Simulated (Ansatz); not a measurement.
input.yaml

```yaml
crystal:
  lattice:
    - [-2.6432614685, 4.825229605, 4.4717449361]
    - [2.6432614685, -4.825229605, 4.4717449361]
    - [2.6432614685, 4.825229605, -4.4717449361]
  atoms:
    - { symbol: Si, position: [0.930512584, 0.8452085404, 0.0853040435] }
    - { symbol: Si, position: [0.7400955031, 0.1547914596, 0.5853040435] }
    - { symbol: Si, position: [0.069487416, 0.1547914596, 0.9146959565] }
    - { symbol: Si, position: [0.2599044969, 0.8452085404, 0.4146959565] }
    - { symbol: O, position: [0.1332949682, 0.8832949682, 0.25] }
    - { symbol: O, position: [0.8667050318, 0.1167050318, 0.75] }
    - { symbol: O, position: [0.7934944812, 0.5, 0.7934944812] }
    - { symbol: O, position: [0.2065055188, 0.0, 0.7065055188] }
    - { symbol: O, position: [0.2065055188, 0.5, 0.2065055188] }
    - { symbol: O, position: [0.7934944812, 0.0, 0.2934944812] }
    - { symbol: O, position: [0.0, 0.0, 0.0] }
    - { symbol: O, position: [0.5, 0.0, 0.5] }
basis:
  ecutwfc: 420
kpoints:
  mp_grid: { grid: [6, 6, 6] }
hamiltonian:
  xc: pbe
scf:
  occupations: { method: gaussian, width: 0.02 }
  n_extra_bands: 48
output:
  forces: false
  stress: false
  eigenvalues: true
  optics: { e_range: [0, 14], sigma: 0.1, nscf_kmesh: { grid: [9, 9, 9] } }
checkpoint:
  read: start.run
  write: ck
  compress: false
  write_wavefunctions: false
  write_every: 100000
```

Command:
```bash
ansatz run input.yaml --threads 2 --pin off --max-ram 5120MiB --backend cpu --events-out ev --progress --plain --runs-dir out
```

All numbers below come from Ansatz 0.2.0, DFT PBE, scalar-relativistic, plane waves, PAW.

Abridged output:

```
Warning: checkpoint.read: basis.xc_grid differs: saved 2, current 1 (points along each axis for each point of the dense box; ...
scf.n_extra_bands = 48 over 32 filled bands (N_el = 64.0): the run solves 80 bands
Pseudopotentials: kind: paw
Pseudopotential: Si, paw, valence charge 4, recommended cutoff 420 eV (normal)
Pseudopotential: O, paw, valence charge 6, recommended cutoff 420 eV (normal)
Functional definition: PBE
Crystal: 12 atoms, lattice volume = 228.137 Å³
Basis set: ecut = 420 eV, 4455 PW (Γ)
Bands: 80, of which v1, the nominal top of the filled ones, is band 32 counted from 1 (31 counted from 0)
Symmetry: 8 space group operations
Space group: Imma (ITA 74), of the structure as read, at distance tolerance 6.1e-5 Å
k-points: 46 of 216
Initial density: read from a saved state, or passed on in memory by an earlier SCF of this step, an earlier step, the calling program or the single point that the run made first
Initial wavefunctions: pseudopotential atomic-orbital guess
Functional: x = pbe(κ = 0.804, μ = 0.21951497), c = pbe(β = 0.06672455)
SCF iter   1: F=—  HF=-7096.283814 eV  |F-HF|=—  |Δ(HF+E_count)|=         —  Δρ=6.56e-6  dr2=7.99e-8  ethr=2.37e-7  ⟨swp⟩=10.9  Hψ=34183  notcnv=0  defer=14
SCF iter   2: F=—  HF=-7096.283835 eV  |F-HF|=—  |Δ(HF+E_count)|=   2.13e-5  Δρ=3.68e-6  dr2=2.42e-8  ethr=1.25e-10  ⟨swp⟩=2.8  Hψ=5892  notcnv=0  defer=9
SCF iter   3: F=—  HF=-7096.283835 eV  |F-HF|=—  |Δ(HF+E_count)|=   2.69e-8  Δρ=2.51e-6  dr2=1.06e-8  ethr=3.77e-11  ⟨swp⟩=2.0  Hψ=3634  notcnv=0  defer=9
SCF iter   4: F=—  HF=-7096.283835 eV  |F-HF|=—  |Δ(HF+E_count)|=   1.88e-9  Δρ=1.98e-7  dr2=3.56e-11  ethr=1.65e-11  ⟨swp⟩=2.2  Hψ=3597  notcnv=0  defer=9
SCF iter   5: F=-7096.283835 eV  HF=-7096.283835 eV  |F-HF|=7.28e-12  |Δ(HF+E_count)|=  5.46e-11  Δρ=6.91e-8  dr2=5.01e-12  ethr=1.00e-12  ⟨swp⟩=9.5  Hψ=16188  notcnv=0
SCF 1 converged in 5 iterations: F = -7096.283835 eV  dr2 = 5.01e-12
SCF converged after 5 iterations
Free energy (F): -7096.283835 eV
Harris-Foulkes:  -7096.283835 eV  (|F-HF|=7.28e-12)
Internal energy: -7096.283835 eV  (E = F + TS)
E sigma→0 (E₀):  -7096.283835 eV
Fermi energy:    2.022684 eV
--- Per-component energies (eV) ---
  E_band       = -490.746272
  E_kinetic    = 1606.354227
  E_local      = -6078.645265  (includes V_loc(G=0)·N_el)
  E_nonlocal   = 479.287200
  E_hartree    = 2377.275524
  E_xc         = -815.059386
  E_vxc        = -945.798381  (∫ρ·V_xc dr)
  E_paw        = -3325.091364  (= ΣΔE_a)
  E_vpaw       = -306.515872  (= ΣTr[D̂ρ^β])
  E_aug_tail   = 0.020820  (compensation charges beyond the density's cutoff)
  E_ewald      = -1340.425590
  E_smearing   =  0.000000  (= −TS)
--- Band table (eV; the first three rows and the last of 46) ---
  k-point 0: bands = ["-20.0535", "-19.1680", "-18.7003", "-18.6589", "-18.1141", "-18.0664", "-18.0558", "-18.0549", "-9.5428", "-9.1013", "-8.5345", "-6.3810", "-6.2430", "-6.2385", "-6.2124", "-5.7176", "-4.0725", "-3.7640", "-3.2093", "-3.1667", "-2.7164", "-2.7155", "-2.6841", "-2.6744", "-2.1044", "-2.0614", "-2.0499", "-1.8712", "-1.7240", "-1.3576", "-1.1137", "-0.6674", "4.7128", "7.7060", "7.7832", "7.9839", "8.3891", "8.4767", "8.6809", "9.0038", "9.2143", "9.5156", "9.6753", "9.8959", "10.7504", "11.0790", "11.3318", "11.3426", "11.4996", "11.5202", "11.8142", "11.8611", "12.0423", "12.5717", "13.0182", "13.1982", "14.3592", "14.6599", "14.7374", "14.7879", "15.1004", "15.1043",  ...
  k-point 1: bands = ["-19.9890", "-19.1240", "-18.8926", "-18.6122", "-18.1082", "-18.0652", "-18.0583", "-18.0570", "-9.5288", "-8.8167", "-8.6030", "-6.3877", "-6.3459", "-6.2542", "-6.1751", "-5.7001", "-4.0554", "-3.8117", "-3.3198", "-3.1078", "-2.8293", "-2.7085", "-2.6915", "-2.5816", "-2.2298", "-2.0918", "-2.0879", "-1.8248", "-1.6390", "-1.5351", "-1.0452", "-0.8225", "5.0258", "7.7726", "7.8304", "8.0804", "8.4983", "8.7432", "8.7688", "9.0516", "9.1492", "9.4937", "9.5550", "10.1254", "10.3076", "10.4572", "11.0022", "11.2870", "11.5416", "11.7420", "12.1264", "12.2335", "12.3939", "12.7699", "13.1304", "13.1881", "14.1874", "14.3373", "14.4798", "14.8457", "14.9110", "15.2965", ...
  k-point 2: bands = ["-19.8040", "-19.1987", "-19.0030", "-18.6848", "-18.0932", "-18.0689", "-18.0617", "-18.0610", "-9.3678", "-8.8012", "-8.1855", "-6.8009", "-6.2809", "-6.2664", "-6.0589", "-5.7334", "-4.0324", "-3.9315", "-3.3758", "-3.1227", "-2.9934", "-2.7738", "-2.6260", "-2.4289", "-2.3428", "-2.2176", "-2.0709", "-1.9337", "-1.8739", "-1.3143", "-1.1765", "-0.9888", "5.8447", "7.7490", "8.0545", "8.1749", "8.2821", "8.5068", "9.1093", "9.2458", "9.5410", "9.6375", "9.7880", "9.8709", "9.8748", "10.3783", "10.8636", "11.0431", "11.6771", "11.8216", "12.0664", "12.2357", "12.7227", "12.9201", "13.3809", "13.4704", "13.7788", "14.2066", "14.3739", "14.7852", "14.9219", "15.1467", " ...
  k-point 45: bands = ["-19.6741", "-19.6228", "-19.1831", "-18.0926", "-18.0765", "-18.0622", "-18.0537", "-18.0459", "-10.5125", "-8.3278", "-7.3507", "-7.3344", "-6.5502", "-6.0709", "-5.8834", "-5.8474", "-3.9399", "-3.7630", "-3.4652", "-3.3554", "-2.9234", "-2.7451", "-2.6803", "-2.5260", "-2.4352", "-2.3709", "-2.2136", "-1.9424", "-1.2089", "-0.9124", "-0.9012", "-0.6880", "6.6264", "6.6530", "7.0237", "7.0428", "7.9818", "8.2492", "8.3075", "9.5190", "9.5704", "9.6507", "10.0939", "10.1000", "10.4240", "10.6787", "10.7888", "10.8679", "11.2890", "11.6115", "12.4088", "12.9404", "13.0256", "13.3259", "13.7157", "14.1102", "14.1612", "14.3209", "14.3374", "14.3876", "14.4602", "14.673 ...
```

The run converged.

Time: 11 min on 2 threads of Arm Neoverse V1, with other jobs on the host, peak memory 3.1 GiB.

The run starts from the saved density of an earlier one, so iterations and time are fewer than from atoms.